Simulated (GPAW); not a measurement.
A calculation with GPAW 26.7.0 of BeTe (ASE script, structure by space group and Wyckoff sites):

run.py

```python
from ase.dft.bandgap import bandgap
from ase.io import write
from ase.spacegroup import crystal
from ase.units import GPa
from gpaw import GPAW, PW

# Te 4c
# Be 4a
atoms = crystal(['Te', 'Be'],
                basis=[[0.25, 0.25, 0.25],
                       [0.0, 0.0, 0.0]],
                spacegroup=216, setting=1,  # F-43m
                cellpar=[5.54, 5.54, 5.54, 90.0, 90.0, 90.0],
                primitive_cell=True)

calc = GPAW(mode=PW(650),
            xc='LDA',
            kpts={'size': (7, 7, 7), 'gamma': True},
            occupations={'name': 'fermi-dirac', 'width': 0.05},
            nbands=11,
            maxiter=120,
            txt='gpaw.txt')
atoms.calc = calc
energy = atoms.get_potential_energy()
forces = atoms.get_forces()
stress = atoms.get_stress()
calc.write('gs.gpw')
write('result.traj', atoms)
print(f'Energy: {energy:.6f} eV')
print('Forces (eV/A):')
print(forces.round(4))
print('Stress (GPa):', (stress / GPa).round(3))
print('Fermi level:', round(calc.get_fermi_level(), 4), 'eV')
print(f'Gap: {bandgap(calc)[0]:.4f} eV, direct: {bandgap(calc, direct=True)[0]:.4f} eV')
```

Potentials or basis: the program's PAW data sets (release 1.2.1) made for this functional, pw.

The run is started by

```console
$ OMP_NUM_THREADS=1 python run.py
```

Problem. Write the same calculation in another form: ASE script, structure from a CIF.

Solution. As run:

File run.py:

```python
import spglib
from ase import Atoms
from ase.dft.bandgap import bandgap
from ase.io import read, write
from ase.units import GPa
from gpaw import GPAW, PW

atoms = read('BeTe.cif')
cell, positions, numbers = spglib.find_primitive(
    (atoms.cell[:], atoms.get_scaled_positions(), atoms.numbers), symprec=1e-4)
atoms = Atoms(numbers, cell=cell, scaled_positions=positions, pbc=True)

calc = GPAW(mode=PW(650),
            xc='LDA',
            kpts={'size': (7, 7, 7), 'gamma': True},
            occupations={'name': 'fermi-dirac', 'width': 0.05},
            nbands=11,
            maxiter=120,
            txt='gpaw.txt')
atoms.calc = calc
energy = atoms.get_potential_energy()
forces = atoms.get_forces()
stress = atoms.get_stress()
calc.write('gs.gpw')
write('result.traj', atoms)
print(f'Energy: {energy:.6f} eV')
print('Forces (eV/A):')
print(forces.round(4))
print('Stress (GPa):', (stress / GPa).round(3))
print('Fermi level:', round(calc.get_fermi_level(), 4), 'eV')
print(f'Gap: {bandgap(calc)[0]:.4f} eV, direct: {bandgap(calc, direct=True)[0]:.4f} eV')
```

Contents of BeTe.cif:

```cif
data_BeTe
_cell_length_a 5.54000000
_cell_length_b 5.54000000
_cell_length_c 5.54000000
_cell_angle_alpha 90.00000000
_cell_angle_beta 90.00000000
_cell_angle_gamma 90.00000000
_space_group_name_H-M_alt 'F-43m'
_space_group_name_Hall 'F -4 2 3'
_space_group_IT_number 216
loop_
_space_group_symop_operation_xyz
'x,y,z'
'y,-x,-z'
'-x,-y,z'
'-y,x,-z'
'x,-y,-z'
'y,x,z'
'-x,y,-z'
'-y,-x,z'
'z,x,y'
'-z,y,-x'
'z,-x,-y'
'-z,-y,x'
'-z,x,-y'
'z,y,x'
'-z,-x,y'
'z,-y,-x'
'y,z,x'
'-x,-z,y'
'-y,z,-x'
'x,-z,-y'
'-y,-z,x'
'x,z,y'
'y,-z,-x'
'-x,z,-y'
'x,y+1/2,z+1/2'
'y,-x+1/2,-z+1/2'
'-x,-y+1/2,z+1/2'
'-y,x+1/2,-z+1/2'
'x,-y+1/2,-z+1/2'
'y,x+1/2,z+1/2'
'-x,y+1/2,-z+1/2'
'-y,-x+1/2,z+1/2'
'z,x+1/2,y+1/2'
'-z,y+1/2,-x+1/2'
'z,-x+1/2,-y+1/2'
'-z,-y+1/2,x+1/2'
'-z,x+1/2,-y+1/2'
'z,y+1/2,x+1/2'
'-z,-x+1/2,y+1/2'
'z,-y+1/2,-x+1/2'
'y,z+1/2,x+1/2'
'-x,-z+1/2,y+1/2'
'-y,z+1/2,-x+1/2'
'x,-z+1/2,-y+1/2'
'-y,-z+1/2,x+1/2'
'x,z+1/2,y+1/2'
'y,-z+1/2,-x+1/2'
'-x,z+1/2,-y+1/2'
'x+1/2,y,z+1/2'
'y+1/2,-x,-z+1/2'
'-x+1/2,-y,z+1/2'
'-y+1/2,x,-z+1/2'
'x+1/2,-y,-z+1/2'
'y+1/2,x,z+1/2'
'-x+1/2,y,-z+1/2'
'-y+1/2,-x,z+1/2'
'z+1/2,x,y+1/2'
'-z+1/2,y,-x+1/2'
'z+1/2,-x,-y+1/2'
'-z+1/2,-y,x+1/2'
'-z+1/2,x,-y+1/2'
'z+1/2,y,x+1/2'
'-z+1/2,-x,y+1/2'
'z+1/2,-y,-x+1/2'
'y+1/2,z,x+1/2'
'-x+1/2,-z,y+1/2'
'-y+1/2,z,-x+1/2'
'x+1/2,-z,-y+1/2'
'-y+1/2,-z,x+1/2'
'x+1/2,z,y+1/2'
'y+1/2,-z,-x+1/2'
'-x+1/2,z,-y+1/2'
'x+1/2,y+1/2,z'
'y+1/2,-x+1/2,-z'
'-x+1/2,-y+1/2,z'
'-y+1/2,x+1/2,-z'
'x+1/2,-y+1/2,-z'
'y+1/2,x+1/2,z'
'-x+1/2,y+1/2,-z'
'-y+1/2,-x+1/2,z'
'z+1/2,x+1/2,y'
'-z+1/2,y+1/2,-x'
'z+1/2,-x+1/2,-y'
'-z+1/2,-y+1/2,x'
'-z+1/2,x+1/2,-y'
'z+1/2,y+1/2,x'
'-z+1/2,-x+1/2,y'
'z+1/2,-y+1/2,-x'
'y+1/2,z+1/2,x'
'-x+1/2,-z+1/2,y'
'-y+1/2,z+1/2,-x'
'x+1/2,-z+1/2,-y'
'-y+1/2,-z+1/2,x'
'x+1/2,z+1/2,y'
'y+1/2,-z+1/2,-x'
'-x+1/2,z+1/2,-y'
loop_
_atom_site_label
_atom_site_type_symbol
_atom_site_symmetry_multiplicity
_atom_site_Wyckoff_symbol
_atom_site_fract_x
_atom_site_fract_y
_atom_site_fract_z
_atom_site_occupancy
Te1 Te 4 c 0.2500000000 0.2500000000 0.2500000000 1
Be1 Be 4 a 0.0000000000 0.0000000000 0.0000000000 1
```

Potentials or basis: the program's PAW data sets (release 1.2.1) made for this functional, pw.

Run with:

```bash
$ OMP_NUM_THREADS=1 python run.py
```

Both were run:

|  | ASE script, structure by space group and Wyckoff sites | ASE script, structure from a CIF |
| --- | --- | --- |
| Pressure | 0.6 GPa | 0.6 GPa |
| Band gap on the k mesh | 1.84 eV, indirect (least direct gap 3.58 eV) | 1.84 eV, indirect (least direct gap 3.58 eV) |

Keys that steer only the numerical path or the files written may differ.

Caveat: the cutoff is short for stress and forces, so pressures can be off by a GPa or more; spin-orbit coupling is left out, which moves the levels of the heavy elements; an odd mesh through Γ misses points on the zone boundary, where band edges often lie.
